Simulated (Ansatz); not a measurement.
Runs of Ansatz 0.2.0 on MoS2. It takes space group P6_3/mmc (No. 194, hexagonal). Conventional cell: a = 3.169 Å, b = 3.169 Å, c = 12.324 Å, α = 90.00°, β = 90.00°, γ = 120.00°. Mo (site symmetry -6m2) is surrounded by 6 S at 2.41 Å. S (site symmetry 3m) has 3 Mo at 2.41 Å as nearest neighbours. 

| level | cutoff (eV) | gap on the mesh (eV) | pressure (GPa) | largest force (eV/Å) |
| --- | --- | --- | --- | --- |
| LDA | 420 | 0.85 | -5.7 | 0.48 |
| PBEsol | 420 | 0.88 | (b) | 0.31 |
| r2SCAN | 500 | 1.03 | 0.8 | 0.24 |
| BLYP | 420 | 0.94 | 9.4 | 0.33 |
| revPBE | 420 | (a) | 3.9 | 0.02 |

Alike in all rows: task band structure; potentials or basis Ansatz PAW; no spin polarisation; cell as given; k mesh 10 × 10 × 3; smearing fermi-dirac 0.05 eV.

Question: Estimate the missing entries.

Answer: (a) 0.96; (b) -3.0.

Caveats: the PAW data sets come from PBE, with cores solved anew for the run's functional, which leaves a small shift of forces and pressure; this functional lacks dispersion, which binds the layers, so the pressure and a relaxed spacing across them are unreliable (some runs).

A k mesh can miss the band edges, and the runs leave out spin-orbit coupling on Mo.

Runs at the PBE level aren't shown here.
